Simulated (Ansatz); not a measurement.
# SiNi: the cost of one run

Method: DFT PBEsol, scalar-relativistic, plane waves, PAW, in Ansatz 0.2.0.

2 further runs of the same task are left out: 2 set aside as unsound or not needed. Runs told in other sessions of the task aren't counted.

### 1 The system as given

It takes space group P2_13 (No. 198, cubic). Conventional cell: a = 4.468 Å, b = 4.468 Å, c = 4.468 Å, α = 90.00°, β = 90.00°, γ = 90.00°. Si (site symmetry 3) has 7 Ni at 2.34 to 2.42 Å in its first shell of neighbours. Around Ni (site symmetry 3) lie 7 Si at 2.34 to 2.42 Å.

Structure file:

```cif
data_structure
_symmetry_space_group_name_H-M 'P2_13'
_symmetry_Int_Tables_number 198
_cell_length_a 4.4680
_cell_length_b 4.4680
_cell_length_c 4.4680
_cell_angle_alpha 90.000
_cell_angle_beta 90.000
_cell_angle_gamma 90.000
_cell_volume 89.19
loop_
_atom_site_label
_atom_site_type_symbol
_atom_site_symmetry_multiplicity
_atom_site_Wyckoff_symbol
_atom_site_fract_x
_atom_site_fract_y
_atom_site_fract_z
_atom_site_occupancy
Si1 Si 4 a 0.84646 0.84646 0.84646 1
Ni1 Ni 4 a 0.14899 0.14899 0.14899 1
```

This cell was relaxed beforehand with the same method: volume 11.15 Å³/atom, gap on the mesh none (metal).

### 2 The reference cell

Reference values: F = -25709.8777 eV; pressure -0.01 GPa; largest force 0.001 eV/Å; gap on the mesh none (metal). It was computed beforehand with the settings of the runs below.

### 3 Next: freezing in a mode

Mode 21 of the phonon run on this cell, counted from the lowest, is frozen in: each atom moves by x times its row below, so x is the largest displacement.

```
atom      ux      uy      uz
 Si1   0.577   0.577   0.577
 Si2  -0.577  -0.577   0.577
 Si3   0.577  -0.577  -0.577
 Si4  -0.577   0.577  -0.577
 Ni5  -0.023  -0.023  -0.023
 Ni6   0.023   0.023  -0.023
 Ni7  -0.023   0.023   0.023
 Ni8   0.023  -0.023   0.023
```

### 4 At x = -0.200 Å

File input.yaml:

```yaml
crystal:
  lattice:
    - [4.4679770072, 0.0, 0.0]
    - [0.0, 4.4679770072, 0.0]
    - [0.0, 0.0, 4.4679770072]
  atoms:
    - { symbol: Si, position: [0.8206205957, 0.8206205957, 0.8206205957] }
    - { symbol: Si, position: [0.6793794043, 0.1793794043, 0.3206205957] }
    - { symbol: Si, position: [0.3206205957, 0.6793794043, 0.1793794043] }
    - { symbol: Si, position: [0.1793794043, 0.3206205957, 0.6793794043] }
    - { symbol: Ni, position: [0.1499985771, 0.1499985771, 0.1499985771] }
    - { symbol: Ni, position: [0.3500014229, 0.8500014229, 0.6499985771] }
    - { symbol: Ni, position: [0.6499985771, 0.3500014229, 0.8500014229] }
    - { symbol: Ni, position: [0.8500014229, 0.6499985771, 0.3500014229] }
basis:
  ecutwfc: 420
kpoints:
  mp_grid: { grid: [10, 10, 10] }
hamiltonian:
  xc: pbesol
scf:
  occupations: { method: gaussian, width: 0.15 }
output:
  forces: true
  stress: true
  eigenvalues: true
```

The run is started by

```console
> ansatz run input.yaml --threads 2 --pin off --max-ram 5120MiB --backend cpu --events-out ev --progress --plain --runs-dir out
```

**Question.** How long does this run take on 2 threads of Oxide Virtual Turin-like (Zen 5), shared host, and how much memory does it need?

About 13 s, with a peak of 0.56 GiB.
